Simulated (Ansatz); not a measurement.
SnSe2 (layers cut from the bulk crystal), computed twice by G0W0.

The cell holds 6 atoms: 4 Se and 2 Sn. Its edges and angles: a = 3.837 Å, b = 3.837 Å, c = 41.600 Å, α = 90.0°, β = 90.0°, γ = 120.0°. It derives from SnSe2. Regions: layer 1, 3 atoms (2 Se and 1 Sn); layer 2, 3 atoms (2 Se and 1 Sn). Vacuum lies along c.

```xyz
6
Lattice="3.8366 0.0000 0.0000 -1.9183 3.3226 0.0000 0.0000 0.0000 41.6000" Properties=species:S:1:pos:R:3
Se    0.0000    2.2150   16.2122
Sn    0.0000    0.0000   17.8062
Se    1.9183    1.1075   19.4010
Se    0.0000    2.2150   22.1990
Sn    0.0000    0.0000   23.7938
Se    1.9183    1.1075   25.3878
```

The structure was relaxed with PBE-D3(BJ). The runs that relaxed it are not among those shown.

The first (Ansatz 0.2.0; start PBE, 6×6×1 mesh, 631 empty bands, screening to 65 eV, PAW set soft_1 files; 1 × NVIDIA H100 80GB HBM3 (shared by 6 runs) with 2 threads of AMD EPYC 7R13 (Zen 3), shared host) gave, on its mesh: starting gap 0.66 eV, G0W0 gap 1.31 eV, mean of 1 + 4πα/V (set by the cell height) 3.52, 48 s.

**Question.** The second changes empty bands from 631 to 260 and screening cutoff (eV) from 65.0 to 36. What does it give?

It gave: starting gap 0.66 eV, G0W0 gap 1.29 eV, mean of 1 + 4πα/V (set by the cell height) 3.57, 28 s. The G0W0 gap moves by −0.02 eV, +0.00 eV from the start and −0.02 eV from the correction. Σc changes by +0.28 eV at the valence top and +0.26 eV at the conduction bottom, and Σx − Vxc between them by +0.00 eV.

Limits: not at the basis limit; coarse mesh for a sheet; no spin-orbit coupling.

[Paths, hosts, dates, memory and timing lines, banners, echoed tables and standing remarks are left out of the program output.]

[Logs are printed without paths, hosts, clocks, repeated set-up lines and the standing remarks that a program may print on its own settings, such as how far it seeks lower states.]

[Runs of the session that timed out or met a known fault of the program may be left out.]

[Cells called generated may have been cut or substituted from an entry of the Crystallography Open Database or the Materials Project.]

[Hosts, paths, dates, database ids (printed as entryN), source tags and the programs' standing remarks are cut or masked in the printed files.]
